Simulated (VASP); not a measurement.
# BAs (F-43m) in VASP: further runs, part 3 of 3

VASP 6.6.1.

## (5) Single point, TB-mBJ

Input file POSCAR:

```
BAs
1.0
    0.0000000000      2.3889000000      2.3889000000
    2.3889000000      0.0000000000      2.3889000000
    2.3889000000      2.3889000000      0.0000000000
B As
1 1
Direct
    0.0000000000      0.0000000000      0.0000000000
    0.2500000000      0.2500000000      0.2500000000
```

Input file INCAR.step1:

```
ALGO     = Normal         # electronic algorithm
EDIFF    = 1E-5           # SCF threshold, eV
ENCUT    = 520            # plane-wave cutoff, eV
GGA      = PE             # functional
ISIF     = 2              # what is computed and relaxed
ISMEAR   = 0              # smearing method
LASPH    = T              # aspherical terms in the spheres
LREAL    = F              # projectors in reciprocal space
LWAVE    = T              # write WAVECAR
NBANDS   = 11             # bands
NELM     = 80             # most SCF steps
PREC     = Accurate       # precision mode
SIGMA    = 0.02           # smearing width, eV
```

Input file INCAR.step2:

```
ALGO     = Normal         # electronic algorithm
EDIFF    = 1E-7           # SCF threshold, eV
ENCUT    = 520            # plane-wave cutoff, eV
ISIF     = 2              # what is computed and relaxed
ISMEAR   = 0              # smearing method
ISTART   = 1            
LASPH    = T              # aspherical terms in the spheres
LCHARG   = T              # write CHGCAR
LELF     = T              # ELF
LREAL    = F              # projectors in reciprocal space
LVHAR    = T            
LWAVE    = F              # write WAVECAR
METAGGA  = MBJ            # meta-GGA
NBANDS   = 11             # bands
NELM     = 80             # most SCF steps
PREC     = Accurate       # precision mode
SIGMA    = 0.02           # smearing width, eV
```

Input file KPOINTS:

```
k-points
0
Gamma
  10 10 10
```

Potentials or basis: VASP PAW PBE potentials, release 64 (B, As).

Run with:

```bash
$ cat potpaw_PBE.64/B/POTCAR potpaw_PBE.64/As/POTCAR > POTCAR
$ cp INCAR.step1 INCAR
$ mpirun -np 1 vasp_std > vasp.out
$ cp INCAR.step2 INCAR
$ mpirun -np 1 vasp_std > vasp.out
```

OUTCAR:

```text
EDIFF = 1E-7
   ENCUT = 520
   ISIF = 2
   ISMEAR = 0
   ISTART = 1
   LASPH = T
   LREAL = F
   METAGGA = MBJ
   NELM = 80
   PREC = Accurate

 ion  position               nearest neighbor table
   1  0.000  0.000  0.000-   2 2.07   2 2.07   2 2.07   2 2.07
   2  0.250  0.250  0.250-   1 2.07   1 2.07   1 2.07   1 2.07

  LATTYP: Found a face centered cubic cell.
 ALAT       =     4.7778000000

  Lattice vectors:

 A1 = (   0.0000000000,   2.3889000000,   2.3889000000)
 A2 = (   2.3889000000,   0.0000000000,   2.3889000000)
 A3 = (   2.3889000000,   2.3889000000,   0.0000000000)

Analysis of symmetry for initial positions (statically):
=====================================================================
 Subroutine PRICEL returns:
 Original cell was already a primitive cell.

 Routine SETGRP: Setting up the symmetry group for a
 face centered cubic supercell.

 Subroutine GETGRP returns: Found 24 space group operations
 (whereof 24 operations were pure point group operations)
 out of a pool of 48 trial point group operations.

The static configuration has the point symmetry T_d .
[... 172 lines left out ...]
      1      -9.3528      2.00000
      2       5.8987      2.00000
      3       5.8987      2.00000
      4       5.8987      2.00000
      5       9.6911      0.00000
      6       9.6911      0.00000
      7       9.6911      0.00000
      8      11.4544      0.00000
      9      16.4527      0.00000
     10      18.8451      0.00000
     11      18.8451      0.00000
[... 309 lines left out ...]
 k-point    24 :       0.4000    0.3000    0.0000
  band No.  band energies     occupation
      1      -6.6972      2.00000
      2      -0.5169      2.00000
      3       2.0981      2.00000
      4       2.5514      2.00000
      5       8.1634      0.00000
      6       9.9365      0.00000
      7      15.4121      0.00000
      8      15.6355      0.00000
      9      18.9842      0.00000
     10      21.9803      0.00000
     11      22.6608      0.00000

 [... further k-points ...]

------------------------ aborting loop because EDIFF is reached ----------------------------------------

  FORCE on cell =-STRESS in cart. coord.  units (eV):
  Direction    XX          YY          ZZ          XY          YZ          ZX
  --------------------------------------------------------------------------------------
  -------------------------------------------------------------------------------------
  Total       10.5733055     10.5733055     10.5733055      0.0000000     -0.0000000      0.0000000
  in kB      621.2944261    621.2944261    621.2944261      0.0000000     -0.0000000      0.0000000
  external PRESSURE =     621.2944261 kB  Pullay stress =       0.0000000 kB

 VOLUME and BASIS-vectors are now :
 -----------------------------------------------------------------------------
  energy-cutoff  :      520.00
  volume of cell :       27.27
      direct lattice vectors                 reciprocal lattice vectors
     0.000000000  2.388900000  2.388900000    -0.209301352  0.209301352  0.209301352
     2.388900000  0.000000000  2.388900000     0.209301352 -0.209301352  0.209301352
     2.388900000  2.388900000  0.000000000     0.209301352  0.209301352 -0.209301352

 POSITION                                       TOTAL-FORCE (eV/Angst)
 -----------------------------------------------------------------------------------
      0.00000      0.00000      0.00000         0.000000      0.000000      0.000000
      1.19445      1.19445      1.19445        -0.000000     -0.000000     -0.000000
 -----------------------------------------------------------------------------------
    total drift:                               -0.000004     -0.000004     -0.000004

  FREE ENERGIE OF THE ION-ELECTRON SYSTEM (eV)
  ---------------------------------------------------
  free  energy   TOTEN  =       116.1035963439 eV

  energy  without entropy=      116.1035963439  energy(sigma->0) =      116.10359634
```

Run time: 2.5 min. Hardware: 1 thread of Intel Xeon Platinum 8175M at 2.50GHz (Skylake/Cascade Lake), shared host; peak memory 0.17 GiB.

What came out:

- Band gap on the k mesh: 1.76 eV, indirect (least direct gap 3.79 eV)

Caveat: the PAW data sets were made with another functional, which shifts forces and pressure a little.

## (6) Dielectric tensor, LDA

Input file INCAR:

```
  PREC = Accurate
  ENCUT = 520
  EDIFF = 1E-8
  ISMEAR = 0
  SIGMA = 0.02
  LREAL = False
  LASPH = True
  NELM = 80
  ALGO = Normal
  ISIF = 2
  LWAVE = False
  LCHARG = False
  LEPSILON = True
  KPAR = 2
```

Input file KPOINTS:

```
regular mesh
0
Gamma
  12 12 12
```

POSCAR is that of step 5.

Potentials or basis: VASP PAW LDA potentials, release 64 (B, As).

Run with:

```bash
$ cat potpaw_LDA.64/B/POTCAR potpaw_LDA.64/As/POTCAR > POTCAR
$ mpirun -np 2 vasp_std > vasp.out
```

OUTCAR:

```text
PREC = Accurate
   ENCUT = 520
   EDIFF = 1E-8
   ISMEAR = 0
   LREAL = False
   LASPH = True
   NELM = 80
   ISIF = 2
   LEPSILON = True

 ion  position               nearest neighbor table
   1  0.000  0.000  0.000-   2 2.07   2 2.07   2 2.07   2 2.07
   2  0.250  0.250  0.250-   1 2.07   1 2.07   1 2.07   1 2.07

  LATTYP: Found a face centered cubic cell.
 ALAT       =     4.7778000000

  Lattice vectors:

 A1 = (   0.0000000000,   2.3889000000,   2.3889000000)
 A2 = (   2.3889000000,   0.0000000000,   2.3889000000)
 A3 = (   2.3889000000,   2.3889000000,   0.0000000000)

Analysis of symmetry for initial positions (statically):
=====================================================================
 Subroutine PRICEL returns:
 Original cell was already a primitive cell.

 Routine SETGRP: Setting up the symmetry group for a
 face centered cubic supercell.

 Subroutine GETGRP returns: Found 24 space group operations
 (whereof 24 operations were pure point group operations)
[... 484 lines left out ...]

 Free energy of the ion-electron system (eV)
  ---------------------------------------------------
  ---------------------------------------------------
  free energy    TOTEN  =        -0.70382657 eV

  energy without entropy =       -0.70382657

------------------------ aborting loop because EDIFF is reached ----------------------------------------

 PIEZOELECTRIC TENSOR FIELD DIRECTION 3  (e Angst)
 -----------------------------------------------------------------------------
    -0.00049  0.15373  0.00000           ( -0.00000  0.10061  0.00000)
     0.15373 -0.00049  0.00000           (  0.10061 -0.00000  0.00000)
     0.00000  0.00000  0.00014           (  0.00000  0.00000 -0.00000)

 PIEZOELECTRIC TENSOR FIELD DIRECTION 3  (C/m^2)
 -----------------------------------------------------------------------------
    -0.00029  0.09033  0.00000
     0.09033 -0.00029  0.00000
     0.00000  0.00000  0.00008

 MACROSCOPIC STATIC DIELECTRIC TENSOR (including local field effects in DFT)
 ------------------------------------------------------
           9.766223     0.000000    -0.000000
           0.000000     9.766223    -0.000000
           0.000000    -0.000000     9.766223
 ------------------------------------------------------

 PIEZOELECTRIC TENSOR (including local field effects)  for field in x, y, z        (e  Angst)
          XX          YY          ZZ          XY          YZ          ZX
  --------------------------------------------------------------------------------
  x     0.00000     0.00000     0.00000     0.00000     0.14932     0.00000
  y     0.00000     0.00000     0.00000     0.00000     0.00000     0.14932
  z     0.00000    -0.00000     0.00000     0.14932     0.00000     0.00000

 PIEZOELECTRIC TENSOR (including local field effects)  for field in x, y, z        (C/m^2)
          XX          YY          ZZ          XY          YZ          ZX
  --------------------------------------------------------------------------------
  x     0.00000     0.00000     0.00000     0.00000     0.08774     0.00000
  y     0.00000     0.00000     0.00000     0.00000     0.00000     0.08774
  z     0.00000    -0.00000     0.00000     0.08774     0.00000     0.00000

 BORN EFFECTIVE CHARGES (including local field effects) (in |e|, cummulative output)
 ---------------------------------------------------------------------------------
 ion    1
    1    -0.49565     0.00000     0.00000
    2    -0.00000    -0.49565     0.00000
    3     0.00000     0.00000    -0.49565
 ion    2
    1     0.49565     0.00000     0.00000
    2     0.00000     0.49565    -0.00000
    3     0.00000     0.00000     0.49565
```

OSZICAR:

```text
N       E                     dE             d eps       ncg     rms          rms(c)
DAV:   1     0.126986823422E+02    0.12699E+02   -0.38844E+03  1152   0.879E+02
DAV:   2    -0.133086297210E+02   -0.26007E+02   -0.25153E+02  1800   0.109E+02
[... 12 lines left out ...]
RMM:   4    -0.700305187183E+00   -0.22630E-01   -0.11058E-02  7197   0.724E-01    0.731E-02
RMM:   5    -0.703639017526E+00   -0.33338E-02   -0.17797E-04  7414   0.101E-01    0.815E-03
RMM:   6    -0.703768151679E+00   -0.12913E-03   -0.14098E-06  7568   0.103E-02    0.416E-03
RMM:   7    -0.703815571435E+00   -0.47420E-04   -0.21573E-07  7657   0.383E-03    0.333E-04
RMM:   8    -0.703832590376E+00   -0.17019E-04   -0.10832E-09  7845   0.403E-04    0.165E-04
RMM:   9    -0.703826612450E+00    0.59779E-05    0.29110E-09  6812   0.146E-04    0.203E-05
RMM:  10    -0.703826573812E+00    0.38638E-07   -0.22960E-13  4003   0.304E-05    0.516E-06
```

Run time: 91 s. Hardware: 2 MPI ranks of Intel Xeon Platinum 8559C (Emerald Rapids), shared host; peak memory 0.28 GiB.

What came out:

| Property | Result |
| --- | --- |
| Band gap on the k mesh | 1.13 eV, indirect (least direct gap 3.25 eV) |
| Electronic dielectric tensor (diagonal) | 9.77 |
| Born charges (mean of the diagonal) | B -0.50; As +0.50 e |

Levels at points of the mesh, in eV from the valence-band top:
| k point | band 2 | band 3 | band 4 | band 5 | band 6 | band 7 |
| --- | --- | --- | --- | --- | --- | --- |
| (0.00, 0.00, 0.00) | 0.00 | 0.00 | 0.00 | 3.25 | 3.25 | 3.25 |
| (0.50, 0.00, 0.00) | -8.75 | -1.82 | -1.82 | 2.69 | 4.75 | 4.75 |
| (0.50, 0.50, 0.00) | -8.42 | -4.07 | -4.07 | 1.34 | 1.41 | 11.23 |

Electronic dielectric tensor:
```
9.77 0.00 0.00
0.00 9.77 0.00
0.00 0.00 9.77
```

Born effective charge tensors (e):
atom 1, B
```
-0.50  0.00  0.00
 0.00 -0.50  0.00
 0.00  0.00 -0.50
```
atom 2, As
```
0.50 0.00 0.00
0.00 0.50 0.00
0.00 0.00 0.50
```

## (7) The runs side by side

| task | level | potentials or basis | k mesh | grid for exact exchange (PRECFOCK) | screening parameter | gap on the mesh (eV) |
| --- | --- | --- | --- | --- | --- | --- |
| dielectric tensor | HSE06 | VASP PAW PBE potentials, release 64 (B, As) | 8 × 8 × 8 | Fast | 0.2 1/A | 1.86 |
| dielectric tensor | PBE | VASP PAW PBE potentials, release 64 (B, As) | 12 × 12 × 12 | - | - | 1.18 |
| dielectric tensor | HSE06 | VASP PAW PBE potentials, release 64 (B, As) | 6 × 6 × 6 | Fast | 0.2 1/A | 1.96 |
| single point | TB-mBJ | VASP PAW PBE potentials, release 64 (B, As) | 10 × 10 × 10 | - | - | 1.76 |
| dielectric tensor | LDA | VASP PAW LDA potentials, release 64 (B, As) | 12 × 12 × 12 | - | - | 1.13 |

Alike in all rows: no spin polarisation; cell as given; cutoff (eV) 520; smearing gaussian 0.02 eV.

Caveats: the PAW data sets were made with another functional, which shifts forces and pressure a little (some runs).

Absolute energies hang on the potentials; compare differences alone.
